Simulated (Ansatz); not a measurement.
Bi2Te3 (Tellurobismuthite):

```xyz
5
Lattice="2.1930 1.2661 10.1657 -2.1930 1.2661 10.1657 0.0000 -2.5323 10.1657" Properties=species:S:1:pos:R:3 pbc="T T T"
Bi    0.0000    0.0000   18.2982
Bi    0.0000    0.0000   12.1988
Te    0.0000    0.0000   24.1079
Te    0.0000    0.0000    6.3891
Te    0.0000    0.0000    0.0000
```

- Program: Ansatz 0.2.0
- Task: relaxation of cell and atoms
- Functional: PBE
- Potentials or basis: Ansatz PAW earlier set
- Cutoff: 640 eV (not typed: the program's choice for these potentials)
- k mesh: 7 × 7 × 7
- Occupations: fermi-dirac, width 0.05 eV
- Spin: no spin polarisation

At the start: volume 33.87 Å³/atom.

Q: How do energy, volume and symmetry change on relaxing?

A: It ends after 10 steps and the volume is 36.52 Å³/atom (+7.8 %); space group R-3m (No. 166, to 0.05 Å).

The path:
```
step  energy change (eV)  largest force (eV/Å)  volume (Å³)
   1              0.0000                0.0388       169.36
   2             -0.0408                0.2043       180.79
   3             -0.0579                0.0429       178.74
   4             -0.0626                0.0635       179.73
   5             -0.0657                0.0383       180.96
   6             -0.0664                0.0059       181.88
   7             -0.0669                0.0059       181.88
   8             -0.0671                0.0020       182.30
   9             -0.0671                0.0006       182.59
  10             -0.0671                0.0006       182.59
```

Final structure:
```xyz
5
Lattice="2.2249 1.2845 10.6483 -2.2249 1.2845 10.6483 0.0000 -2.5690 10.6483" Properties=species:S:1:pos:R:3 pbc="T T T"
Bi    0.0000    0.0000   19.2434
Bi    0.0000    0.0000   12.7017
Te    0.0000    0.0000   25.0708
Te    0.0000    0.0000    6.8743
Te    0.0000    0.0000    0.0000
```

Caveat: the plane-wave basis is chosen anew once the cell has moved, so the energies of steps on either side of that aren't comparable.
